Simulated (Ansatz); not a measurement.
# How far is this MgI₂ from the hull?

Theory: Ansatz, DFT PBE, scalar-relativistic, plane waves, PAW. All cells share a 420 eV cutoff and Γ-centred k meshes spaced at most about 0.3 Å⁻¹ (2π included). No spin polarisation.

The zero of energy is the elements' standard structures at the same level; no fitted shifts are applied.

Temperature and zero-point effects are left out. Weakly bound directions are ill-defined at this level, which has no dispersion term (P-1, P-3m1), and this can change margins and order among such cells. Spin–orbit coupling, which can matter for I, is left out. The reference form of I is held partly by dispersion forces, which this level lacks.

The competitors are the elements and 1 reference phase of this chemical system (from databases or known types: MgI2), relaxed at the same level; other known phases may be missing.

The candidate was reached from: a relaxed cell, shaken at random and relaxed again.

```
Mg I
1.0
     4.39934    0.00000    0.00000
    -0.00176    4.40070    0.00000
    -1.13363   -1.59565   15.99246
Mg I
2 4
Direct
  0.59502 0.35908 0.74644
  0.40498 0.64092 0.25356
  0.12219 0.39694 0.85176
  0.87782 0.60306 0.14824
  0.56818 0.82093 0.64116
  0.43182 0.17907 0.35884
```

Problem. Is it stable, and against what?

Solution. Not the lowest form: another structure of the same formula lies lower. Its formation energy is -1.028 eV/atom. The lowest competing phase at this composition is this:

```tsv
phase	space group	source	share of atoms	ΔE_f (eV/atom)
MgI2	P-3m1 (No. 164)	Materials Project	1.0000	-1.068
```

The candidate lies 40 meV/atom above this phase. The candidate matches no cell in the subsets of the Crystallography Open Database and the Materials Project at hand. Checks: unstable against strain, though with phonons real on a 2×2×1 q mesh, imaginary between its points (to 15i cm⁻¹, which can come from the interpolation). So it is a saddle point, neither stable nor metastable.
